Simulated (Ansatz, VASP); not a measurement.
**SrO: VASP beside Ansatz**

File INCAR:

```
SYSTEM = SrO
PREC     = Accurate       ! precision mode
ENCUT    = 520            ! plane-wave cutoff, eV
EDIFF    = 1E-6           ! SCF threshold, eV
ISMEAR   = 0              ! smearing method
SIGMA    = 0.01           ! smearing width, eV
LREAL    = .False.        ! projectors in reciprocal space
LASPH    = .True.         ! aspherical terms in the spheres
NELM     = 60             ! most SCF steps
ALGO     = Normal         ! electronic algorithm
ISIF     = 2              ! what is computed and relaxed
LWAVE    = .False.        ! write WAVECAR
LCHARG   = .True.         ! write CHGCAR
GGA      = PE             ! functional
LELF     = .True.         ! ELF
LVHAR    = .True.       
NBANDS   = 24             ! bands
```

KPOINTS

```
Automatic mesh
0
Gamma
  6 6 4
  0 0 0
```

File POSCAR:

```
SrO
1.0
    3.6592831350      0.0000000000      0.0000000000
   -1.8296415675      3.1690321546      0.0000000000
    0.0000000000      0.0000000000      6.4314515948
Sr O
2 2
Direct
    0.0000000000      0.0000000000      0.0000000000
    0.0000000000      0.0000000000      0.5000000000
    0.3333333333      0.6666666667      0.2500000000
    0.6666666667      0.3333333333      0.7500000000
```

Input for Ansatz:

```yaml
crystal:
  lattice:
    - [3.659283135, 0.0, 0.0]
    - [-1.8296415675, 3.1690321546, 0.0]
    - [0.0, 0.0, 6.4314515948]
  atoms:
    - { symbol: Sr, position: [0.0, 0.0, 0.0] }
    - { symbol: Sr, position: [0.0, 0.0, 0.5] }
    - { symbol: O, position: [0.3333333333, 0.6666666667, 0.25] }
    - { symbol: O, position: [0.6666666667, 0.3333333333, 0.75] }
kpoints:
  mp_grid: { grid: [6, 6, 4] }
hamiltonian:
  xc: pbe
scf:
  occupations: { method: fixed }
  n_extra_bands: 5
output:
  forces: true
  stress: true
  eigenvalues: true
```

Alike in both runs: task single point; functional PBE; k mesh 6 × 6 × 4; no spin polarisation.

|  | VASP | Ansatz |
| --- | --- | --- |
| version | VASP 6.6.1 | Ansatz 0.2.0 |
| potentials or method | VASP PAW PBE potentials, release 64 (Sr_sv, O) | plane waves, PAW |
| plane-wave cutoff (eV) | 520 | 420 |
| occupations | gaussian, width 0.01 eV | fixed |
| valence electrons in the cell | 32 | 32 |

Ansatz gave:

```
gap on the k mesh at the Fermi level (eV)       : 3.14
pressure (GPa)                                  : -4.2
largest component of the traceless stress (GPa) : 0.31
```

Question: What did VASP give for the same quantities?

Answer: gap on the k mesh at the Fermi level (eV): 3.11; pressure (GPa): -3.7; largest component of the traceless stress (GPa): 0.23.

A k mesh can miss the band edges. A hybrid or GW would open this gap; PBE tends to underestimate it.
